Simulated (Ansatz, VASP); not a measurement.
## MgB2: VASP beside Ansatz

```
Mg B
1.0
     0.00000    2.99104    2.99104
     2.99104    0.00000    2.99104
     2.99104    2.99104    0.00000
Mg B
2 4
Direct
  0.00000 0.00000 0.00000
  0.25000 0.25000 0.25000
  0.62500 0.12500 0.62500
  0.62500 0.62500 0.12500
  0.12500 0.62500 0.62500
  0.62500 0.62500 0.62500
```

Change from the starting cell: species swapped into the MgCu2 type (Fd-3m, No. 227).

Alike in both runs: functional PBE; k mesh 6 × 6 × 6; occupations gaussian, width 0.1 eV; no spin polarisation.

Ansatz relaxed the structure, and its values are those at the end. VASP's run is a single point on that final structure, the one shown.

|  | VASP | Ansatz |
| --- | --- | --- |
| version | VASP 6.6.1 | Ansatz 0.2.0 |
| potentials or method | VASP PAW PBE potentials, release 64 (Mg, B) | scalar-relativistic, plane waves, PAW |
| plane-wave cutoff (eV) | 520 | 420 |
| valence electrons in the cell | 16 | 32 |

```csv
,VASP,Ansatz,Ansatz less VASP
gap on the k mesh at the Fermi level (eV),none,none,-
pressure (GPa),-0.3,-0.1,+0.15
```

A gap of «none» marks a metal or a gap that the smearing closes. With one functional, cell and mesh, what is left measures potentials, basis and numerics. The two sets of potentials don't hold the same shells in valence.
